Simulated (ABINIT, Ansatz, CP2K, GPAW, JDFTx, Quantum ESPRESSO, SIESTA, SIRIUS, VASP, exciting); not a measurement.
**MoS2: programs and potentials compared**

```xyz
6
Lattice="3.1690 0.0000 0.0000 -1.5845 2.7444 0.0000 0.0000 0.0000 12.3240" Properties=species:S:1:pos:R:3 pbc="T T T"
Mo    1.5845    0.9148    9.2430
Mo    0.0000    1.8296    3.0810
S     1.5845    0.9148    4.6461
S     0.0000    1.8296   10.8081
S     1.5845    0.9148    1.5159
S     0.0000    1.8296    7.6779
```

Alike in all runs: task single point; functional PBEsol; k mesh 10 × 10 × 3; occupations fermi-dirac, width 0.05 eV; no spin polarisation; no spin-orbit coupling. Pressure is positive in compression and, in plane waves, holds the error of the finite cutoff, which Ansatz's Pulay term estimates and takes out.

```json
{"program and potentials": "Ansatz, Ansatz PAW", "plane-wave cutoff (eV)": "420", "notes": "potentials made for PBE, which Ansatz adapts in part", "pressure (GPa)": "-2.97", "largest force (eV/Å)": "0.313"}
{"program and potentials": "CP2K, POTENTIAL_UZH Mo GTH-PBE-q14, S GTH-PBE-q6; TZVP-MOLOPT-PBE-GTH basis", "plane-wave cutoff (eV)": "-", "notes": "atomic basis; potentials made for PBE", "pressure (GPa)": "-0.79", "largest force (eV/Å)": "-"}
{"program and potentials": "SIESTA, files PseudoDojo sr-pbesol-0.4.1-standard, DZP (energy shift 0.003 Ry; two zetas on semicore shells)", "plane-wave cutoff (eV)": "-", "notes": "atomic basis", "pressure (GPa)": "-0.17", "largest force (eV/Å)": "0.100"}
{"program and potentials": "Ansatz, all-electron LAPW, scalar-relativistic", "plane-wave cutoff (eV)": "-", "notes": "-", "pressure (GPa)": "-2.95", "largest force (eV/Å)": "0.313"}
{"program and potentials": "SIRIUS, PseudoDojo 0.4.1 PBEsol standard (scalar relativistic)", "plane-wave cutoff (eV)": "1102", "notes": "-", "pressure (GPa)": "-2.90", "largest force (eV/Å)": "0.305"}
{"program and potentials": "GPAW, PAW data sets generated for this functional", "plane-wave cutoff (eV)": "600", "notes": "-", "pressure (GPa)": "-3.07", "largest force (eV/Å)": "0.313"}
{"program and potentials": "JDFTx, PseudoDojo-SR-PBEsol-0.4.1-standard with smoothed tails", "plane-wave cutoff (eV)": "1088", "notes": "-", "pressure (GPa)": "-2.90", "largest force (eV/Å)": "0.304"}
{"program and potentials": "Quantum ESPRESSO, GBRV 1.5 PBEsol", "plane-wave cutoff (eV)": "612", "notes": "-", "pressure (GPa)": "-3.28", "largest force (eV/Å)": "0.329"}
{"program and potentials": "exciting, all-electron LAPW+lo, shipped species files, valence relativity iora*", "plane-wave cutoff (eV)": "-", "notes": "-", "pressure (GPa)": "-", "largest force (eV/Å)": "0.279"}
{"program and potentials": "ABINIT, JTH PAW PBE v2.0", "plane-wave cutoff (eV)": "544", "notes": "potentials made for PBE", "pressure (GPa)": "-2.73", "largest force (eV/Å)": "0.284"}
{"program and potentials": "VASP, PBE PAW files Mo_sv, S, 520 eV", "plane-wave cutoff (eV)": "520", "notes": "potentials made for PBE", "pressure (GPa)": "-2.97", "largest force (eV/Å)": "0.312"}
```

Force on atom 6 (S), eV/Å:

| program and potentials | x | y | z |
| --- | --- | --- | --- |
| Ansatz, Ansatz PAW | 0.000 | 0.000 | 0.313 |
| CP2K, POTENTIAL_UZH Mo GTH-PBE-q14, S GTH-PBE-q6; TZVP-MOLOPT-PBE-GTH basis | 0.000 | 0.000 | 0.044 |
| SIESTA, files PseudoDojo sr-pbesol-0.4.1-standard, DZP (energy shift 0.003 Ry; two zetas on semicore shells) | 0.000 | 0.000 | -0.100 |
| Ansatz, all-electron LAPW, scalar-relativistic | 0.000 | 0.000 | 0.313 |
| SIRIUS, PseudoDojo 0.4.1 PBEsol standard (scalar relativistic) | 0.000 | 0.000 | 0.305 |
| GPAW, PAW data sets generated for this functional | 0.000 | 0.000 | 0.313 |
| JDFTx, PseudoDojo-SR-PBEsol-0.4.1-standard with smoothed tails | 0.000 | 0.000 | 0.304 |
| Quantum ESPRESSO, GBRV 1.5 PBEsol | 0.000 | 0.000 | 0.329 |
| exciting, all-electron LAPW+lo, shipped species files, valence relativity iora* | 0.000 | 0.000 | 0.276 |
| ABINIT, JTH PAW PBE v2.0 | 0.000 | 0.000 | 0.284 |
| VASP, PBE PAW files Mo_sv, S, 520 eV | 0.000 | 0.000 | 0.312 |

The pressure spans -3.28 (Quantum ESPRESSO, GBRV 1.5 PBEsol) to -0.17 GPa (SIESTA, files PseudoDojo sr-pbesol-0.4.1-standard, DZP (energy shift 0.003 Ry; two zetas on semicore shells)), with all-electron results at -2.95. Rows in atomic bases carry the error of their basis and grid, which can be large.

Differences between rows come from potentials, basis sets and numerical settings, since the functional is the same but for its coding. Runs on potential files found faulty are left out.
